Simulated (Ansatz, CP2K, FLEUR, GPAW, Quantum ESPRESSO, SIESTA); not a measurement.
One calculation of Se, 6 ways

```
CELL_PARAMETERS angstrom
4.36620 0.00000 0.00000
-2.18310 3.78124 0.00000
0.00000 0.00000 4.95360
ATOMIC_POSITIONS crystal
Se 0.77460 0.77460 0.00000
Se 0.00000 0.22540 0.66667
Se 0.22540 0.00000 0.33333
```

Alike in all runs: task band structure; functional LDA; k mesh 7 × 7 × 6; occupations fermi-dirac, width 0.05 eV; no spin polarisation; no spin-orbit coupling. LDA stands for any of its common fits. Pressure is positive in compression and, in plane waves, holds the error of the finite cutoff. Gaps are the smaller of the mesh's and the band path's.

```tsv
program and potentials	plane-wave cutoff (eV)	notes	band gap (eV)	pressure (GPa)	largest force (eV/Å)
SIESTA, files PseudoDojo sr-lda-0.4.1-standard, DZP (energy shift 0.003 Ry; two zetas on semicore shells)	-	atomic basis; 16 valence electrons an atom on average	0.72	2.99	1.478
FLEUR, all-electron, FLAPW	-	-	0.92	-	-
GPAW, the program's PAW data sets (release 1.2.1) made for this functional	600	6 valence electrons an atom on average	0.91	-1.23	0.240
CP2K, GTH_POTENTIALS Se GTH-PADE-q6; TZVP-MOLOPT-PBE-GTH basis	-	atomic basis; 6 valence electrons an atom on average	0.92	-0.44	0.406
Ansatz, all-electron LAPW, scalar-relativistic	-	-	?	?	?
Quantum ESPRESSO, PseudoDojo 0.4.1 SR LDA standard	1170	16 valence electrons an atom on average	0.91	-1.26	0.236
```

Task: Estimate from the other rows what the run with Ansatz, all-electron LAPW, scalar-relativistic gave.

Result: Band gap 0.93 eV; pressure -1.27 GPa; largest force 0.212 eV/Å. The other rows, which needn't bracket it: band gap 0.72 to 0.92; pressure -1.26 to 2.99; largest force 0.236 to 1.478.
